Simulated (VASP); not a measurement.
# Si53Ge (a cell with a defect): single point with LDA

Si53Ge (a cell with a defect):

```
Ge Si
1.0
     0.00000    8.16555    8.16555
     8.16555    0.00000    8.16555
     8.16555    8.16555    0.00000
Ge Si
1 53
Direct
  0.16667 0.16667 0.16667
  0.16667 0.16667 0.50000
  0.16667 0.16667 0.83333
  0.16667 0.50000 0.16667
  0.16667 0.50000 0.50000
  0.16667 0.50000 0.83333
  0.16667 0.83333 0.16667
  0.16667 0.83333 0.50000
  0.16667 0.83333 0.83333
  0.50000 0.16667 0.16667
  0.50000 0.16667 0.50000
  0.50000 0.16667 0.83333
  0.50000 0.50000 0.16667
  0.50000 0.50000 0.50000
  0.50000 0.50000 0.83333
  0.50000 0.83333 0.16667
  0.50000 0.83333 0.50000
  0.50000 0.83333 0.83333
  0.83333 0.16667 0.16667
  0.83333 0.16667 0.50000
  0.83333 0.16667 0.83333
  0.83333 0.50000 0.16667
  0.83333 0.50000 0.50000
  0.83333 0.50000 0.83333
  0.83333 0.83333 0.16667
  0.83333 0.83333 0.50000
  0.83333 0.83333 0.83333
  0.25000 0.25000 0.25000
  0.25000 0.25000 0.58333
  0.25000 0.25000 0.91667
  0.25000 0.58333 0.25000
  0.25000 0.58333 0.58333
  0.25000 0.58333 0.91667
  0.25000 0.91667 0.25000
  0.25000 0.91667 0.58333
  0.25000 0.91667 0.91667
  0.58333 0.25000 0.25000
  0.58333 0.25000 0.58333
  0.58333 0.25000 0.91667
  0.58333 0.58333 0.25000
  0.58333 0.58333 0.58333
  0.58333 0.58333 0.91667
  0.58333 0.91667 0.25000
  0.58333 0.91667 0.58333
  0.58333 0.91667 0.91667
  0.91667 0.25000 0.25000
  0.91667 0.25000 0.58333
  0.91667 0.25000 0.91667
  0.91667 0.58333 0.25000
  0.91667 0.58333 0.58333
  0.91667 0.58333 0.91667
  0.91667 0.91667 0.25000
  0.91667 0.91667 0.58333
  0.91667 0.91667 0.91667
```

The cell isn't the ideal one: grid = ENCUT=600 dk=0.35 cell=3x3x3 ISMEAR=0 SIGMA=0.05 LREAL=Auto EDIFF=1e-07.

- Program: VASP 6.6.1
- Task: single point
- Functional: LDA
- Potentials or basis: VASP PAW LDA potentials, release 64 (Ge_d, Si)
- Cutoff: 600 eV
- k mesh: 2 × 2 × 2
- Occupations: gaussian, width 0.05 eV
- Spin: no spin polarisation
- Further INCAR settings: LREAL = Auto; ALGO = Fast; EDIFF = 1e-07; NBANDS = 131

```json
{"Pressure": "-1.9 GPa", "Largest force": "0.388 eV/Å", "Band gap on the k mesh": "0.60 eV, direct"}
```

Forces on the atoms (eV/Å):
```
Ge   0.000  0.000  0.000
Si  -0.002 -0.002  0.010
Si   0.002  0.002  0.010
Si  -0.002  0.010 -0.002
Si   0.000  0.000  0.000
Si  -0.010  0.002 -0.002
Si   0.002  0.010  0.002
Si  -0.010 -0.002  0.002
Si   0.001 -0.001 -0.001
Si   0.010 -0.002 -0.002
Si   0.000  0.000  0.000
Si   0.002 -0.010 -0.002
Si   0.000  0.000  0.000
Si   0.000  0.000  0.000
Si   0.000  0.000  0.001
Si   0.002 -0.002 -0.010
Si   0.000  0.001  0.000
Si  -0.001  0.000  0.000
Si   0.010  0.002  0.002
Si  -0.002 -0.010  0.002
Si  -0.001  0.001 -0.001
Si  -0.002  0.002 -0.010
Si   0.001  0.000  0.000
Si   0.000 -0.001  0.000
Si  -0.001 -0.001  0.001
Si   0.000  0.000 -0.001
Si   0.001  0.001  0.001
Si   0.224  0.224  0.224
Si   0.000  0.000  0.001
Si  -0.224 -0.224  0.224
Si   0.000  0.001  0.000
Si  -0.001  0.000  0.000
Si   0.000  0.000  0.000
Si  -0.224  0.224 -0.224
Si   0.000  0.000  0.000
Si   0.000  0.000  0.000
Si   0.001  0.000  0.000
Si   0.000 -0.001  0.000
Si   0.000  0.000  0.000
Si   0.000  0.000 -0.001
Si  -0.001 -0.001 -0.001
Si   0.001  0.001 -0.001
Si   0.000  0.000  0.000
Si   0.001 -0.001  0.001
Si   0.000  0.000  0.000
Si   0.224 -0.224 -0.224
Si   0.000  0.000  0.000
Si   0.000  0.000  0.000
Si   0.000  0.000  0.000
Si  -0.001  0.001  0.001
Si   0.000  0.000  0.000
Si   0.000  0.000  0.000
Si   0.000  0.000  0.000
Si   0.000  0.000  0.000
```

Levels at points of the mesh, in eV from the valence-band top:
```
           k point  band 109  band 110  band 111  band 112  band 113  band 114  band 115  band 116  band 117  band 118
(0.00, 0.00, 0.00)     -0.98     -0.98      0.00      0.00      0.00      0.60      0.63      0.63      0.64      0.64
(0.50, 0.00, 0.00)     -1.20     -0.46     -0.46     -0.44     -0.44      0.95      0.96      0.96      0.96      0.98
(0.50, 0.50, 0.00)     -1.19     -0.57     -0.57     -0.56     -0.56      0.60      0.61      1.62      1.63      1.93
```

Wall time 8.7 min on 4 MPI ranks on Intel(R) Xeon(R) Platinum 8488C (Sapphire Rapids), with other jobs on the host, peak memory 0.81 GiB a rank.
